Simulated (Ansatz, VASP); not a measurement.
# Ga3Se: VASP beside Ansatz

File INCAR:

```
ALGO = Normal
EDIFF = 1E-6
ENCUT = 520
GGA = PE
ISIF = 2
ISMEAR = -1
LASPH = T
LCHARG = T
LELF = T
LREAL = F
LVHAR = T
LWAVE = F
NBANDS = 30
NELM = 80
PREC = Accurate
SIGMA = 0.05
```

The input KPOINTS:

```
k-points
0
Gamma
  6 6 6
```

The input POSCAR:

```
Ga3Se
1.0
    4.4324650000      0.0000000000      0.0000000000
    0.0000000000      4.4324650000      0.0000000000
    0.0000000000      0.0000000000      4.4324650000
Se Ga
1 3
Direct
    0.0000000000      0.0000000000      0.0000000000
    0.5000000000      0.5000000000      0.0000000000
    0.5000000000      0.0000000000      0.5000000000
    0.0000000000      0.5000000000      0.5000000000
```

The input input.yaml:

```yaml
crystal:
  lattice:
    - [4.432465, 0.0, 0.0]
    - [0.0, 4.432465, 0.0]
    - [0.0, 0.0, 4.432465]
  atoms:
    - { symbol: Se, position: [0.0, 0.0, 0.0] }
    - { symbol: Ga, position: [0.5, 0.5, 0.0] }
    - { symbol: Ga, position: [0.5, 0.0, 0.5] }
    - { symbol: Ga, position: [0.0, 0.5, 0.5] }
hamiltonian:
  xc: pbe
  pseudopotentials: { kind: paw }
kpoints:
  mp_grid: { grid: [6, 6, 6] }
  band_path:
    path:
      - [[0.0, 0.0, 0.0], [0.0, 0.5, 0.0], [0.5, 0.5, 0.0], [0.0, 0.0, 0.0], [0.5, 0.5, 0.5], [0.0, 0.5, 0.0]]
      - [[0.5, 0.5, 0.0], [0.5, 0.5, 0.5]]
    npoints: 14
scf:
  occupations: { method: fermi_dirac, width: 0.05 }
  n_extra_bands: 10
output:
  forces: true
  stress: true
  eigenvalues: true
  fatbands: false
```

The cell comes from a database or a generator and needn't be the stable form of this composition.

Alike in both runs: functional PBE; k mesh 6 × 6 × 6; occupations fermi-dirac, width 0.05 eV; no spin polarisation.

```csv
,VASP,Ansatz
version,VASP 6.6.1,Ansatz 0.2.0
potentials or method,"VASP PAW PBE potentials, release 64 (Se, Ga_d)",Ansatz PAW
plane-wave cutoff (eV),520,420
valence electrons in the cell,45,55
task,single point,band structure
```

VASP gave:

* gap on the k mesh at the Fermi level (eV): none
* pressure (GPa): -0.4

Task: Estimate Ansatz's values.

Result: gap on the k mesh at the Fermi level (eV): none; pressure (GPa): -0.6.

A gap of «none» marks a metal or a gap that the smearing closes. With one functional, cell and mesh, what is left measures potentials, basis and numerics. The two sets of potentials don't hold the same shells in valence.
